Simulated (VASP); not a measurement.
Level of theory: LDA (Ceperley-Alder, Perdew-Zunger), VASP's LDA PAW potentials (set 64) (plane waves; VASP).

VASP ran on this input.

### POSCAR
```
GeO2
1
    4.3882191033     0.0000000000     0.0000000000
   -0.0000000000     4.3882191033     0.0000000000
    0.0000000000     0.0000000000     2.8722068911
Ge O
2 4
Direct
  0.0000000000   0.0000000000   0.0000000000
  0.5000000000   0.5000000000   0.5000000000
  0.3057535521   0.3057535521   0.0000000000
  0.8057535521   0.1942464479   0.5000000000
  0.1942464479   0.8057535521   0.5000000000
  0.6942464479   0.6942464479   0.0000000000
```

KPOINTS:
```
k-points along high-symmetry lines
10
Line-mode
Reciprocal
  0.000000   0.000000   0.000000 ! GAMMA
  0.000000   0.500000   0.000000 ! X

  0.000000   0.500000   0.000000 ! X
  0.500000   0.500000   0.000000 ! M

  0.500000   0.500000   0.000000 ! M
  0.000000   0.000000   0.000000 ! GAMMA

  0.000000   0.000000   0.000000 ! GAMMA
  0.000000   0.000000   0.500000 ! Z

  0.000000   0.000000   0.500000 ! Z
  0.000000   0.500000   0.500000 ! R

  0.000000   0.500000   0.500000 ! R
  0.500000   0.500000   0.500000 ! A

  0.500000   0.500000   0.500000 ! A
  0.000000   0.000000   0.500000 ! Z

  0.000000   0.500000   0.000000 ! X
  0.000000   0.500000   0.500000 ! R

  0.500000   0.500000   0.000000 ! M
  0.500000   0.500000   0.500000 ! A
```

INCAR:
```
ENCUT = 520
LCHARG = F
SYSTEM = GeO2
NELM = 100   ! most electronic steps
SIGMA = 0.05
LREAL = F   ! projection in real space or not
EDIFF = 1E-7   ! SCF stop (eV)
ALGO = Normal   ! blocked Davidson
LMAXMIX = 4   ! l cut-off of mixed one-centre charges
LWAVE = F
LORBIT = 11
ISMEAR = 0
LASPH = T   ! aspherical one-centre terms
ICHARG = 11   ! fixed density
PREC = Accurate
```

POTCAR, in this order: Ge_d O (LDA.64 set). Program: vasp_std. Read from the step before: CHGCAR.

Output

### OSZICAR
```
       N       E                     dE             d eps       ncg     rms          rms(c)
DAV:   1     0.572990051962E+03    0.57299E+03   -0.26459E+04  7423   0.454E+03
DAV:   2     0.495988664324E+02   -0.52339E+03   -0.50489E+03  5885   0.967E+02
DAV:   3    -0.388239836876E+02   -0.88423E+02   -0.87308E+02  6553   0.225E+02
DAV:   4    -0.431937822106E+02   -0.43698E+01   -0.43553E+01  6455   0.585E+01
DAV:   5    -0.433014521204E+02   -0.10767E+00   -0.10761E+00  6884   0.903E+00
DAV:   6    -0.433046112102E+02   -0.31591E-02   -0.31589E-02  6732   0.137E+00
DAV:   7    -0.433047224120E+02   -0.11120E-03   -0.11120E-03  6993   0.226E-01
DAV:   8    -0.433047258760E+02   -0.34639E-05   -0.34639E-05  6826   0.403E-02
DAV:   9    -0.433047260309E+02   -0.15491E-06   -0.15487E-06  6235   0.805E-03
DAV:  10    -0.433047260371E+02   -0.62373E-08   -0.62272E-08  4645   0.179E-03
   1 F= -.43304726E+02 E0= -.43304726E+02  d E =-.440502E-18
```

**OUTCAR**
```
 val. band max:        5.6847464411   @ k =   0.0000   0.0000   0.0000

 cond. band min:       7.5137093832   @ k =   0.0000   0.0000   0.0000



 k-point     1 :       0.0000    0.0000    0.0000
  band No.  band energies     occupation
      1     -18.9183      2.00000
      2     -18.6689      2.00000
      3     -18.5294      2.00000
      4     -18.5294      2.00000
      5     -18.5194      2.00000
      6     -18.4465      2.00000
      7     -18.4399      2.00000
      8     -18.3960      2.00000
      9     -18.3905      2.00000
     10     -18.3905      2.00000
     11     -15.3698      2.00000
     12     -12.1836      2.00000
     13     -12.1836      2.00000
     14     -11.2983      2.00000
     15      -4.7360      2.00000
     16       0.0597      2.00000
     17       0.0597      2.00000
     18       0.5992      2.00000
     19       0.9202      2.00000
     20       2.2867      2.00000
     21       3.1711      2.00000
     22       3.5901      2.00000
     23       3.5901      2.00000
     24       4.8289      2.00000
     25       4.8289      2.00000
     26       5.6847      2.00000
     27       7.5137      0.00000
     28      11.3261      0.00000
     29      12.4785      0.00000
     30      12.4785      0.00000
     31      15.6654      0.00000

 k-point     2 :       0.0000    0.0556    0.0000
  band No.  band energies     occupation
      1     -18.9165      2.00000
      2     -18.6705      2.00000
      3     -18.5293      2.00000
      4     -18.5293      2.00000
      5     -18.5191      2.00000
      6     -18.4477      2.00000
      7     -18.4395      2.00000
      8     -18.3963      2.00000
      9     -18.3906      2.00000
     10     -18.3906      2.00000
     11     -15.3550      2.00000
     12     -12.2503      2.00000
     13     -12.1712      2.00000
     14     -11.2657      2.00000
     15      -4.7125      2.00000
     16      -0.0247      2.00000
     17       0.0793      2.00000
     18       0.6126      2.00000
...
```

The density is held fixed in this step, so its total energy and stress have no physical meaning.

The compound is GeO2 in the rutile structure. It was relaxed first.
